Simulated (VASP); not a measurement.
Crystal: MgO2.

```
Mg O
1.0
    -2.13625    2.13625    2.60639
     2.13625   -2.13625    2.60639
     2.13625    2.13625   -2.60639
Mg O
2 4
Direct
  0.25000 0.25000 0.00000
  0.75000 0.75000 0.00000
  0.62084 0.12084 0.74167
  0.37916 0.87916 0.25833
  0.12084 0.37916 0.50000
  0.87916 0.62084 0.50000
```

The cell was built by a generator and needn't be a form met in nature.

The cell isn't the ideal one: cell and atoms relaxed at 0 GPa.

- Program: VASP 6.6.1
- Task: relaxation of cell and atoms
- Functional: PBEsol
- Potentials or basis: VASP PAW PBE potentials, release 64 (Mg, O)
- Cutoff: 600 eV
- k mesh: 8 × 8 × 8
- Occupations: gaussian, width 0.01 eV
- Spin: no spin polarisation

At the start: pressure 14.7 GPa; volume 7.93 Å³/atom.

Problem. Where does the relaxation end?

Solution. Over 11 steps the energy falls by 27.7 meV/atom and the volume is 8.59 Å³/atom (+8.3 %); space group I4/mcm (No. 140, to 0.05 Å).

Step by step:
| step | energy change (eV) | largest force (eV/Å) | pressure (GPa) | volume (Å³) |
| --- | --- | --- | --- | --- |
| 1 | 0.0000 | 0.2156 | 14.66 | 47.58 |
| 2 | -0.1131 | 0.7536 | -4.93 | 52.75 |
| 3 | -0.1480 | 0.4778 | 0.71 | 50.95 |
| 4 | -0.1578 | 0.4078 | -0.24 | 51.87 |
| 5 | -0.1659 | 0.0320 | 0.09 | 51.50 |
| 6 | -0.1659 | 0.0431 | 0.06 | 51.51 |
| 7 | -0.1662 | 0.0065 | -0.09 | 51.56 |
| 8 | -0.1662 | 0.0039 | -0.13 | 51.57 |
| 9 | -0.1662 | 0.0052 | -0.13 | 51.57 |
| 10 | -0.1662 | 0.0064 | -0.13 | 51.57 |
| 11 | -0.1662 | 0.0008 | -0.01 | 51.52 |

Final structure:
```
Mg O
1.0
    -2.18717    2.18717    2.69255
     2.18717   -2.18717    2.69255
     2.18717    2.18717   -2.69255
Mg O
2 4
Direct
  0.25000 0.25000 0.00000
  0.75000 0.75000 0.00000
  0.62023 0.12023 0.74045
  0.37977 0.87977 0.25955
  0.12023 0.37977 0.50000
  0.87977 0.62023 0.50000
```

Caveat: the PAW data sets were made with another functional, which shifts forces and pressure a little.
